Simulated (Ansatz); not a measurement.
```
CELL_PARAMETERS angstrom
0.00000 2.38688 2.38688
2.38688 0.00000 2.38688
2.38688 2.38688 0.00000
ATOMIC_POSITIONS crystal
Sn 0.00000 0.00000 0.00000
O 0.25000 0.25000 0.25000
O 0.75000 0.75000 0.75000
```

PBE in Ansatz, hard PAW set made for 700 eV, wave cutoff 700 eV, 4×4×4 mesh, fixed fractional positions. No spin-orbit coupling. The pressure is 71.1 GPa and the gap on the mesh 2.25 eV.

Problem. The cell is scaled evenly to 1.128 times its volume. What pressure and gap follow, and what mean bulk modulus do the two pressures imply?

Solution. 24.5 GPa, gap 0.89 eV; B = −ΔP/Δln V ≈ 388 GPa over this range.

The cell is a model at fixed atoms and needn't be the relaxed known crystal. The mesh is coarse, so these values aren't converged.
